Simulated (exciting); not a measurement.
Two BSE runs for the S K edge of CdS (Greenockite), space group P6_3mc. Run A: exciting, all-electron LAPW+lo, PBE, exchange and screened direct term (singlet BSE), 4×4×2 shifted k points, 35 conduction bands, |G+q| up to 3 bohr⁻¹, full RPA screening with nempty = 65, Lorentzian half width 0.45 eV. Run B differs in one setting: k mesh, kernel cutoff, basis, band set, screening or width.

Energy from the Kohn–Sham onset, core level to the lowest empty state found on the meshes used; one zero for both, scaled to A's maximum:

```csv
E (eV),A,B
-4.5,0.01,0.04
-4.0,0.02,0.05
-3.5,0.02,0.06
-3.0,0.02,0.07
-2.5,0.03,0.08
-2.0,0.04,0.10
-1.5,0.05,0.13
-1.0,0.07,0.16
-0.5,0.10,0.22
0.0,0.18,0.30
0.5,0.40,0.41
1.0,0.80,0.52
1.5,0.96,0.59
2.0,0.82,0.61
2.5,0.69,0.60
3.0,0.67,0.58
3.5,0.79,0.56
4.0,0.59,0.53
4.5,0.45,0.48
5.0,0.51,0.45
5.5,0.52,0.42
6.0,0.43,0.39
6.5,0.32,0.34
7.0,0.26,0.31
7.5,0.26,0.28
8.0,0.26,0.26
8.5,0.23,0.25
9.0,0.18,0.23
9.5,0.17,0.23
10.0,0.20,0.23
10.5,0.22,0.23
11.0,0.22,0.24
11.5,0.26,0.26
12.0,0.31,0.27
12.5,0.36,0.28
13.0,0.36,0.28
13.5,0.30,0.27
14.0,0.27,0.25
14.5,0.25,0.24
15.0,0.21,0.22
15.5,0.20,0.21
16.0,0.20,0.20
16.5,0.19,0.19
17.0,0.18,0.18
17.5,0.18,0.17
18.0,0.16,0.17
18.5,0.16,0.16
19.0,0.14,0.15
19.5,0.14,0.15
20.0,0.13,0.15
```

The database entry behind the starting cell differs from later determinations by our own check (about 0.35 % long), so it need not match the best structure at ambient conditions.

Question: Which is the likeliest?

The half width (eV) from 0.45 to 1.35. The spectrum differs from run A by 25 % r.m.s. The highest maximum lies at 1.9 eV (0.61), against 1.3 eV (1.00). Only the width of each line changes; the area stays. A table step wider than the lines misses their tops. Other settings could leave a like mark; this is the change that was made.

[Banner, clock and machine lines of the logs are left out without a mark of their own.]

[Logs are printed without paths, hosts, clocks, repeated set-up lines and the standing remarks that a program may print on its own settings, such as how far it seeks lower states.]

[Hosts, paths, dates, database ids (printed as entryN), source tags and the programs' standing remarks are cut or masked in the printed files.]
